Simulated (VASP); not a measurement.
# Pb3O (Im-3m) in VASP: a series of runs

One crystal, Pb3O, is run at these levels: PBE; tasks: relaxation of cell and atoms, single point.

Program: VASP 6.6.1. These are calculated values, not measurements. Logs are shortened: lines on timing, memory, paths and dates and some standing lists are left out, and cuts for length are marked.

## 1. The cell of the first run

The structure is cubic, space group Im-3m (No. 229). The conventional cell has a = 6.034 Å, b = 6.034 Å, c = 6.034 Å, α = 90.00°, β = 90.00°, γ = 90.00°. Pb (site symmetry 4/mmm) has 4 Pb at 3.02 Å and 2 O at 3.02 Å as nearest neighbours. O (site symmetry m-3m) has 6 Pb at 3.02 Å as nearest neighbours.

The cell was built by a generator and needn't be a form met in nature.

## 2. Relaxation of cell and atoms, PBE (random cell by space group and Wyckoff sites (Im-3m, No. 229))

INCAR reads:

```
PREC     = Accurate       # precision mode
ENCUT    = 600            # plane-wave cutoff, eV
EDIFF    = 1E-6           # SCF threshold, eV
ISMEAR   = 0              # smearing method
SIGMA    = 0.1            # smearing width, eV
LREAL    = F              # projectors in reciprocal space
LASPH    = T              # aspherical terms in the spheres
NELM     = 100            # most SCF steps
ALGO     = Fast           # electronic algorithm
ISIF     = 3              # what is computed and relaxed
LWAVE    = F              # write WAVECAR
LCHARG   = F              # write CHGCAR
GGA      = PE             # functional
IBRION   = 2              # ionic algorithm
NSW      = 100            # ionic steps
EDIFFG   = -0.01          # ionic threshold
```

KPOINTS reads:

```
regular mesh
0
Gamma
  12 12 12
```

POSCAR reads:

```
Pb3O
1.0
   -3.0168309945      3.0168309945      3.0168309945
    3.0168309945     -3.0168309945      3.0168309945
    3.0168309945      3.0168309945     -3.0168309945
Pb O
3 1
Direct
    0.0000000000      0.5000000000      0.5000000000
    0.5000000000      0.0000000000      0.5000000000
    0.5000000000      0.5000000000      0.0000000000
    0.0000000000      0.0000000000      0.0000000000
```

Potentials or basis: VASP PAW PBE potentials, release 64 (Pb_d, O).

Run with:

```
$ cat potpaw_PBE.64/Pb_d/POTCAR potpaw_PBE.64/O/POTCAR > POTCAR
$ mpirun -np 1 vasp_std > vasp.out
```

OUTCAR:

```text
PREC = Accurate
   ENCUT = 600
   EDIFF = 1E-6
   ISMEAR = 0
   LREAL = F
   LASPH = T
   NELM = 100
   ISIF = 3
   GGA = PE
   IBRION = 2
   NSW = 100
   EDIFFG = -0.01

 ion  position               nearest neighbor table
   1  0.000  0.500  0.500-   2 3.02   3 3.02   4 3.02   4 3.02   3 3.02   2 3.02
   2  0.500  0.000  0.500-   1 3.02   3 3.02   4 3.02   3 3.02   4 3.02   1 3.02
   3  0.500  0.500  0.000-   1 3.02   2 3.02   4 3.02   2 3.02   1 3.02   4 3.02
   4  0.000  0.000  0.000-   1 3.02   2 3.02   3 3.02   1 3.02   2 3.02   3 3.02

  LATTYP: Found a body centered cubic cell.
 ALAT       =     6.0336619890

  Lattice vectors:

 A1 = (  -3.0168309945,   3.0168309945,   3.0168309945)
 A2 = (   3.0168309945,  -3.0168309945,   3.0168309945)
 A3 = (   3.0168309945,   3.0168309945,  -3.0168309945)

Analysis of symmetry for initial positions (statically):
=====================================================================
 Subroutine PRICEL returns:
 Original cell was already a primitive cell.

 Routine SETGRP: Setting up the symmetry group for a
 body centered cubic supercell.

 Subroutine GETGRP returns: Found 48 space group operations
 (whereof 48 operations were pure point group operations)
 out of a pool of 48 trial point group operations.

The static configuration has the point symmetry O_h .

Analysis of symmetry for dynamics (positions and initial velocities):
=====================================================================
 Subroutine PRICEL returns:
 Original cell was already a primitive cell.

 Routine SETGRP: Setting up the symmetry group for a
 body centered cubic supercell.

 Subroutine GETGRP returns: Found 48 space group operations
 (whereof 48 operations were pure point group operations)
 out of a pool of 48 trial point group operations.

The dynamic configuration has the point symmetry O_h .

 Subroutine INISYM returns: Found 48 space group operations
 (whereof 48 operations are pure point group operations),
 and found     1 'primitive' translations

----------------------------------------------------------------------------------------

                                     Primitive cell

  volume of cell :     109.8280

  direct lattice vectors                    reciprocal lattice vectors
    -3.016830994  3.016830994  3.016830994     0.000000000  0.165736828  0.165736828
     3.016830994 -3.016830994  3.016830994     0.165736828  0.000000000  0.165736828
     3.016830994  3.016830994 -3.016830994     0.165736828  0.165736828  0.000000000

  length of vectors
     5.225304560  5.225304560  5.225304560     0.234387270  0.234387270  0.234387270

  position of ions in fractional coordinates (direct lattice)
     0.000000000  0.500000000  0.500000000
     0.500000000  0.000000000  0.500000000
     0.500000000  0.500000000  0.000000000
     0.000000000  0.000000000  0.000000000

  ion indices of the primitive-cell ions
   primitive index   ion index
                 1           1
                 2           2
                 3           3
                 4           4

----------------------------------------------------------------------------------------

 KPOINTS: regular mesh

Automatic generation of k-mesh.
 Grid dimensions read from file:
 generate k-points for:   12   12   12

 Generating k-lattice:

  Cartesian coordinates                     Fractional coordinates (reciprocal lattice)
     0.000000000  0.013811402  0.013811402     0.083333333  0.000000000  0.000000000
     0.013811402  0.000000000  0.013811402     0.000000000  0.083333333  0.000000000
     0.013811402  0.013811402  0.000000000     0.000000000  0.000000000  0.083333333

  Length of vectors
     0.019532273  0.019532273  0.019532273

  Shift w.r.t. Gamma in fractional coordinates (k-lattice)
     0.000000000  0.000000000  0.000000000

 Subroutine IBZKPT returns following result:
 ===========================================

 Found     72 irreducible k-points:

 Following reciprocal coordinates:
            Coordinates               Weight
  0.000000  0.000000  0.000000      1.000000
  0.083333  0.000000  0.000000     12.000000
  0.166667  0.000000  0.000000     12.000000
  0.250000  0.000000  0.000000     12.000000
  0.333333  0.000000  0.000000     12.000000
  0.416667  0.000000  0.000000     12.000000
[... 16 lines left out ...]
  0.333333  0.083333  0.083333     24.000000
  0.416667  0.083333  0.083333     12.000000
 [... further k-points ...]
   k-points           NKPTS =     72   k-points in BZ     NKDIM =     72   number of bands    NBANDS=     28
   number of dos      NEDOS =    301   number of ions     NIONS =      4
   total plane-waves  NPLWV =  74088
   dimension x,y,z NGX =    42 NGY =   42 NGZ =   42
   dimension x,y,z NGXF=    84 NGYF=   84 NGZF=   84
   ions per type =               3   1
   NGX,Y,Z   is equivalent  to a cutoff of  13.36, 13.36, 13.36 a.u.
   NGXF,Y,Z  is equivalent  to a cutoff of  26.73, 26.73, 26.73 a.u.
 SYSTEM =  unknown system
   PREC   = accura    normal or accurate (medium, high low for compatibility)
   ISTART =      0    job   : 0-new  1-cont  2-samecut
   ICHARG =      2    charge: 1-file 2-atom 10-const
   ISPIN  =      1    spin polarized calculation?
   LNONCOLLINEAR =      F non collinear calculations
   LSORBIT =      F    spin-orbit coupling
   LASPH  =      T    aspherical Exc in radial PAW
   ENCUT  =  600.0 eV  44.10 Ry    6.64 a.u.  10.44 10.44 10.44*2*pi/ulx,y,z
   NELM   =    100;   NELMIN=  2; NELMDL= -5     # of ELM steps
   EDIFF  = 0.1E-05   stopping-criterion for ELM
   LREAL  =      F    real-space projection
   EDIFFG = -.1E-01   stopping-criterion for IOM
   NSW    =    100    number of steps for IOM
   IBRION =      2    ionic relax: 0-MD 1-quasi-New 2-CG
   NFREE  =      1    steps in history (QN), initial steepest desc. (CG)
   ISIF   =      3    stress and relaxation
   ISYM   =      2    0-nonsym 1-usesym 2-fastsym
   POTIM  = 0.5000    time-step for ionic-motion
   TEBEG  =    0.0;   TEEND  =   0.0 temperature during run
   PSTRESS=    0.0 pullay stress
   NELECT =      48.0000    total number of electrons
   NUPDOWN=      -1.0000    fix difference up-down
   EMIN   =  10.00;   EMAX   =-10.00  energy-range for DOS
   EFERMI =   0.00;   METHOD = LEGACY
   ISMEAR =     0;   SIGMA  =   0.10  broadening in eV -4-tet -1-fermi 0-gaus
   EFERMI_NEDOS =   21; number of points for ismear=-14 and -15
   IALGO  =     68    algorithm
   IMIX   =      4    mixing-type and parameters
     AMIX     =   0.40;   BMIX     =  1.00
     AMIX_MAG =   1.60;   BMIX_MAG =  1.00
  volume/ion in A,a.u.               =      27.46       185.29
  Fermi-wavevector in a.u.,A,eV,Ry     =   1.242370  2.347739 21.000362  1.543483
  Thomas-Fermi vector in A             =   2.376727
   LORBIT       =      0    0 simple, 1 ext, 2 COOP (PROOUT), +10 PAW based schemes
   GGA     = PE    functional components
   LHFCALC =     F    Hartree Fock is set to
   AEXX    =    0.0000 exact exchange contribution
   IVDW    =     0    specifies the selected vdW correction
   LEPSILON=     F    determine dielectric tensor
   LRPA    =     F    only Hartree local field effects (RPA)
 conjugate gradient relaxation of ions
 non-spin polarized calculation
 RMM-DIIS sequential band-by-band and
 Gauss-broadening in eV      SIGMA  =   0.10
  energy-cutoff  :      600.00
  volume of cell :      109.83
 maximum number of plane-waves:      3700
 NGX is ok and might be reduce to    42
   NGX = 21   NGY = 21   NGZ = 21

--------------------------------------- Ionic step        1  -------------------------------------------

 number of electron      47.9999994 magnetization

 Free energy of the ion-electron system (eV)
  ---------------------------------------------------
  ext. energy  EPLUGINS =         0.00000000
  ---------------------------------------------------
  free energy    TOTEN  =       -15.09420038 eV

  energy without entropy =      -15.08412054  energy(sigma->0) =      -15.08916046

------------------------ aborting loop because EDIFF is reached ----------------------------------------

  FORCE on cell =-STRESS in cart. coord.  units (eV):
  Direction    XX          YY          ZZ          XY          YZ          ZX
  --------------------------------------------------------------------------------------
  -------------------------------------------------------------------------------------
  Total       -0.4430514     -0.4430514     -0.4430514      0.0000000     -0.0000000      0.0000000
  in kB       -6.4632618     -6.4632618     -6.4632618      0.0000000     -0.0000000      0.0000000
  external PRESSURE =      -6.4632618 kB  Pullay stress =       0.0000000 kB
[... 61 lines left out ...]
  energy  without entropy=      -15.0877495090  energy(sigma->0) =      -15.09259769

--------------------------------------- Ionic step        3  -------------------------------------------

 number of electron      47.9999995 magnetization

 Free energy of the ion-electron system (eV)
  ---------------------------------------------------
  ext. energy  EPLUGINS =         0.00000000
  ---------------------------------------------------
  free energy    TOTEN  =       -15.09747953 eV

  energy without entropy =      -15.08774926  energy(sigma->0) =      -15.09261440

 E-fermi :   5.6444     XC(G=0):  -9.6878

 val. band max:        5.6350529616   @ k =  -0.4167  -0.4167   0.1667
 cond. band min:       5.6770833269   @ k =   0.3333   0.0833   0.0833
 fundamental gap:      0.0420303653
 Fermi energy:         5.6444215130

 k-point     1 :       0.0000    0.0000    0.0000
  band No.  band energies     occupation
      1     -12.0098      2.00000
      2     -12.0098      2.00000
      3     -11.7276      2.00000
      4     -11.6885      2.00000
      5     -11.6885      2.00000
      6     -11.6885      2.00000
[... 733 lines left out ...]
     27       7.8110      0.00000
     28       8.4250      0.00000

 [... further k-points ...]
[... 5 lines left out ...]
  --------------------------------------------------------------------------------------
  -------------------------------------------------------------------------------------
  Total       -0.0181035     -0.0181035     -0.0181035     -0.0000000      0.0000000     -0.0000000
  in kB       -0.2679742     -0.2679742     -0.2679742     -0.0000000      0.0000000     -0.0000000
  external PRESSURE =      -0.2679742 kB  Pullay stress =       0.0000000 kB
[... 19 lines left out ...]
  FREE ENERGIE OF THE ION-ELECTRON SYSTEM (eV)
  ---------------------------------------------------
  free  energy   TOTEN  =       -15.0974795349 eV

  energy  without entropy=      -15.0877492626  energy(sigma->0) =      -15.09261440

 reached required accuracy - stopping structural energy minimisation
```

Run time: 8.7 min. Hardware: 1 thread of Intel Xeon 6975P-C (Granite Rapids), shared host; peak memory 0.43 GiB.

What came out:

| Quantity | Value |
| --- | --- |
| Free energy | -15.0975 eV |
| Relaxed volume | 27.06 Å³/atom |
| Relaxed cell | a = 5.200 Å, b = 5.200 Å, c = 5.200 Å, α = 109.47°, β = 109.47°, γ = 109.47° |
| Space group after relaxing (to 0.05 Å) | Im-3m (No. 229) |
| Energy gained by relaxing | 0.8 meV/atom |
| Ionic steps | 3 |
| Pressure after relaxing | 0.0 GPa |
| Band gap on the k mesh | none (metal or under the smearing width) |

The path:
| step | energy change (eV) | largest force (eV/Å) | pressure (GPa) | volume (Å³) |
| --- | --- | --- | --- | --- |
| 1 | 0.0000 | 0.0000 | -0.65 | 109.83 |
| 2 | -0.0032 | 0.0000 | 0.07 | 108.08 |
| 3 | -0.0033 | 0.0000 | -0.03 | 108.24 |

Final structure:
```
Pb O
1.0
    -3.00220    3.00220    3.00220
     3.00220   -3.00220    3.00220
     3.00220    3.00220   -3.00220
Pb O
3 1
Cartesian
  3.0022 0.0000 0.0000
  0.0000 3.0022 0.0000
  0.0000 0.0000 3.0022
  0.0000 0.0000 0.0000
```

Spin-orbit coupling is left out, which matters for the levels of Pb.

## 3. Single point, PBE (random cell by space group and Wyckoff sites (Im-3m, No. 229))

INCAR reads:

```
SYSTEM = Pb3O
ALGO = Fast ; EDIFF = 1E-6
ENCUT = 520 ; GGA = PE
ISIF = 2 ; ISMEAR = 0
LASPH = .True. ; LCHARG = .False.
LREAL = .False. ; LWAVE = .False.
NBANDS = 32 ; NELM = 80
PREC = Accurate ; SIGMA = 0.1
```

KPOINTS reads:

```
k-points
0
Gamma
  12 12 12
  0 0 0
```

POSCAR reads:

```
Pb3O
1.0
   -3.0038332817      3.0038332817      3.0038332817
    3.0038332817     -3.0038332817      3.0038332817
    3.0038332817      3.0038332817     -3.0038332817
Pb O
3 1
Direct
    0.0000000000      0.5000000000      0.5000000000
    0.5000000000      0.0000000000      0.5000000000
    0.5000000000      0.5000000000      0.0000000000
    0.0000000000      0.0000000000      0.0000000000
```

Potentials or basis: VASP PAW PBE potentials, release 64 (Pb_d, O).

Run with:

```
$ cat potpaw_PBE.64/Pb_d/POTCAR potpaw_PBE.64/O/POTCAR > POTCAR
$ mpirun -np 1 vasp_std > vasp.out
```

Run time: 8.8 min. Hardware: 1 thread of Intel Xeon Platinum 8259CL at 2.50GHz (Skylake/Cascade Lake), shared host; peak memory 0.37 GiB.

Results (log left out):

* Free energy: -15.0959 eV
* Pressure: -0.1 GPa
* Band gap on the k mesh: none (metal or under the smearing width)

Levels at points of the mesh, in eV from the Fermi level:
| k point | band 21 | band 22 | band 23 | band 24 | band 25 | band 26 | band 27 | band 28 |
| --- | --- | --- | --- | --- | --- | --- | --- | --- |
| (0.00, 0.00, 0.00) | -2.25 | -2.25 | -2.15 | -2.15 | -2.15 | 2.90 | 2.90 | 2.90 |
| (0.50, 0.00, 0.00) | -2.45 | -1.33 | -1.23 | -0.13 | 1.07 | 2.15 | 2.39 | 2.88 |
| (0.50, 0.50, 0.50) | -4.17 | -4.17 | -1.07 | -1.07 | -1.07 | 3.90 | 3.90 | 3.90 |

The run has no spin-orbit coupling, so splittings on Pb are missing.
